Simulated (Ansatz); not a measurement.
# Al (Fm-3m) in Ansatz: notebook

The runs below take Al through single point, relaxation of cell and atoms, with PBE.

Everything below comes from runs of Ansatz 0.2.0. Logs are shortened: lines on timing, memory, paths and dates and some standing lists are left out, and cuts for length are marked.

## (1) Starting point

Symmetry: Fm-3m, No. 225, cubic system. Conventional cell: a = 4.050 Å, b = 4.050 Å, c = 4.050 Å, α = 90.00°, β = 90.00°, γ = 90.00°. Al (site symmetry m-3m) has 12 Al at 2.86 Å as nearest neighbours.

## (2) Single point, PBE

input.yaml

```yaml
crystal:
  lattice:
    - [0.0, 2.024805, 2.024805]
    - [2.024805, 0.0, 2.024805]
    - [2.024805, 2.024805, 0.0]
  atoms:
    - { symbol: Al, position: [0.0, 0.0, 0.0] }
kpoints:
  mp_grid: { grid: [11, 11, 11] }
scf:
  occupations: { method: gaussian, width: 0.019 }
hamiltonian:
  xc: pbe
  pseudopotentials: { kind: all_electron, lapw: { basis_error: 0.001 } }
output:
  forces: true
  stress: true
  eigenvalues: true
```

Potentials or basis: all-electron LAPW, scalar-relativistic.

Command:

```
$ ansatz run input.yaml --threads 1 --pin off --max-ram 3072MiB --backend cpu --events-out ev --progress --plain --runs-dir out
```

Standard output:

```text
Warning: RAYON_NUM_THREADS=1 ignored (pool sized by the plan → 1); use --threads N
LAPW: plane waves up to 5.846 Å⁻¹, error target 1.0e-3 eV per atom; small_component_spin mean_spin; Al in spheres of 1.432 Å, 11 of its electrons in bands, Dirac shells [] (how accurate: hamiltonian.pseudopotentials.lapw.basis_error, Limitations)
Engine: ansatz 0.2.0, aarch64-unknown-linux-gnu
Pseudopotentials: kind: all_electron
Pseudopotential: Al, LAPW, valence charge 11, lapw/all_electron/scalar/gaussian/Al, Koelling and Harmon's equation, gaussian nucleus
Functional definition: PBE
  parameter kappa = 0.804
  parameter beta = 0.06672455060314922
  exchange = pbe_x(kappa = kappa, mu = beta*pi^2/3)
  correlation = pbe_c(beta = beta)
Crystal: 1 atoms, lattice volume = 16.603 Å³
Basis set: ecut = 130.19315883582428 eV, 59 PW (Γ), exchange–correlation at level 2
Bands: 10, of which v1, the nominal top of the filled ones, is band 6 counted from 1 (5 counted from 0)
Symmetry: 48 space group operations
Space group: Fm-3m (ITA 225), of the structure as read, at distance tolerance 2.6e-5 Å
k-points: 56 of 1331
Non-local potential: Al, projectors of the file, none
Initial density: superposition of atomic densities (chi_scale 0.1, normalization cell)
Initial wavefunctions: plane waves of lowest kinetic energy (no species holds an atomic orbital)
Functional: x = pbe(κ = 0.804, μ = 0.2195149727645171), c = pbe(β = 0.06672455060314922)
iter 1 solved again at ethr=9.63e-5 eV; its pass at ethr=1.00e-1 eV (dr2=1.06e-2 eV) is discarded
SCF iter   1: F=—  HF=-6607.554991 eV  |F-HF|=—  |Δ(HF+E_count)|=         —  Δρ=1.08e-2  dr2=1.07e-2  ethr=9.63e-5  ⟨swp⟩=3.2  Hψ=4297  notcnv=0
preconditioner: auto → none  [insulator: Δε(μ)=0.045 eV  Ē_g=13.200 eV  σ=0.019 eV  W_gap=0.83  n_scr=0 (ndim 8)  ℏωp=15.8 eV  f_vac=0.000  D(μ)=1.37/eV (n_scr^D=14)  ε∞_Penn≈2.4]
SCF iter   2: F=—  HF=-6607.534710 eV  |F-HF|=—  |Δ(HF+E_count)|=   2.03e-2  Δρ=5.15e-3  dr2=2.46e-3  ethr=9.63e-5  ⟨swp⟩=2.0  Hψ=1792  notcnv=0
iter 3 solved again at ethr=1.14e-7 eV; its pass at ethr=2.24e-5 eV (dr2=1.26e-5 eV) is discarded
SCF iter   3: F=—  HF=-6607.530196 eV  |F-HF|=—  |Δ(HF+E_count)|=   4.51e-3  Δρ=3.12e-4  dr2=1.26e-5  ethr=1.14e-7  ⟨swp⟩=2.0  Hψ=2790  notcnv=0
SCF iter   4: F=—  HF=-6607.530177 eV  |F-HF|=—  |Δ(HF+E_count)|=   1.87e-5  Δρ=8.20e-5  dr2=1.13e-6  ethr=1.14e-7  ⟨swp⟩=2.0  Hψ=1538  notcnv=0
SCF iter   5: F=-6607.530177 eV  HF=-6607.530177 eV  |F-HF|=1.41e-9  |Δ(HF+E_count)|=   2.55e-8  Δρ=2.10e-6  dr2=3.25e-10  ethr=1.02e-8  ⟨swp⟩=2.0  Hψ=1538  notcnv=0
SCF 1 converged in 5 iterations: F = -6607.530177 eV  dr2 = 3.25e-10
SCF converged after 5 iterations
Free energy (F): -6607.530177 eV
Harris-Foulkes:  -6607.530177 eV  (|F-HF|=1.41e-9)
Internal energy: -6607.529804 eV  (E = F + TS)
E sigma→0 (E₀):  -6607.529990 eV
Entropy (-TS):   -0.000373 eV (-0.373 meV/atom)
Fermi energy:    9.765759 eV
--- Per-component energies (eV) ---
  E_band       = -502.394481
  E_kinetic    = 6620.888447
  E_xc         = -507.136886
  E_electrostatic = -12721.281365  (all electrons and nuclei)
  E_smearing   = -0.000373  (= −TS)
  E_closure    = 0.000000  (closes the sum)
  E_atoms      = -6603.782923  (free atoms, spherical and without spin; not in F)
  Σ components = -6607.530177   (vs F -6607.530177, Δ=0.00e0)
  Basis errors (estimates in eV, not in F): energy 2.9e-4 per atom: plane waves 2.7e-4 (1.4e-4 summed), levels above the bands 0.0e0, relativity 1.0e-8, radial functions 2.8e-5, core shells 1.6e-16; eigenvalues (radial functions only) 5.7e-5; not estimated: angular momenta, meshes, grids; target (lapw.basis_error) 1.0e-3; muffin-tin radii Al 1.432 Å
--- Forces (eV/Å), atoms counted from 1 ---
  atom   1  Al    -0.00000000     0.00000000     0.00000000
  max |Σ_I F_I| component: 1.54e-32 eV/Å
--- Stress (GPa, compression-positive) ---
       -0.499314       0.000000       0.000000
        0.000000      -0.499314       0.000000
        0.000000       0.000000      -0.499314
  P = ⅓ Tr σ = -0.4993 GPa (-4.993 kbar)
--- Band table (eV; the first three rows and the last of 56) ---
  k-point 0: bands = ["-93.7040", "-55.1567", "-55.1567", "-55.1567", "-1.3474", "22.3181", "22.3181", "22.3181", "23.7744", "23.7744"]
  k-point 1: bands = ["-93.7038", "-55.1584", "-55.1570", "-55.1570", "-1.1236", "19.4046", "21.6744", "21.6744", "24.4477", "24.7549"]
  k-point 2: bands = ["-93.7032", "-55.1631", "-55.1577", "-55.1577", "-0.4543", "15.7641", "20.9431", "20.9431", "24.2159", "25.5719"]
  k-point 55: bands = ["-93.7005", "-55.1720", "-55.1708", "-55.1648", "8.3590", "8.6138", "10.0167", "11.8937", "23.6136", "26.4456"]
```

Wall time 1.5 s (1 thread of Arm Neoverse V1, shared host); peak memory 0.19 GiB.

Results:

```yaml
Free_energy: -6607.5302 eV
Pressure: -0.5 GPa
Band_gap_on_the_k_mesh: none (metal or under the smearing width)
```

## (3) Relaxation of cell and atoms, PBE

input.yaml, as its differences from that of step 2:

```diff
@@ -10,3 +10,3 @@
 scf:
-  occupations: { method: gaussian, width: 0.019 }
+  occupations: { method: fermi_dirac, width: 0.05 }
 hamiltonian:
@@ -17,2 +17,5 @@
   stress: true
-  eigenvalues: true
+relax:
+  f_tol: 0.02
+  max_steps: 60
+  cell: {}
```

Potentials or basis: all-electron LAPW, scalar-relativistic.

Command:

```
$ ansatz run input.yaml --threads 1 --pin off --max-ram 3072MiB --backend cpu --events-out ev --progress --plain --runs-dir out
```

Wall time 3.1 s (1 thread of Arm Neoverse V1, shared host); peak memory 0.2 GiB.

The run converged. Its results:

- Free energy: -6607.5333 eV
- Relaxed volume: 16.51 Å³/atom
- Relaxed cell: a = 2.858 Å, b = 2.858 Å, c = 2.858 Å, α = 60.00°, β = 60.00°, γ = 60.00°
- Space group after relaxing (to 0.05 Å): Fm-3m (No. 225)
- Energy gained by relaxing: 0.1 meV/atom
- Ionic steps: 4
- Pressure after relaxing: 0.0 GPa

The path:
```tsv
step	energy change (eV)	largest force (eV/Å)	volume (Å³)
1	0.0000	0.0000	16.60
2	-0.0001	0.0000	16.50
3	-0.0001	0.0000	16.51
4	-0.0001	0.0000	16.51
```

Final structure:
```
CELL_PARAMETERS angstrom
0.00000 2.02111 2.02111
2.02111 0.00000 2.02111
2.02111 2.02111 0.00000
ATOMIC_POSITIONS crystal
Al 0.00000 0.00000 0.00000
```

## (4) Comparison with measurements

Step 3. The cell as given is a measured one (16.60 Å³/atom); PBE puts the equilibrium volume -0.5 % from it, thermal expansion not counted.
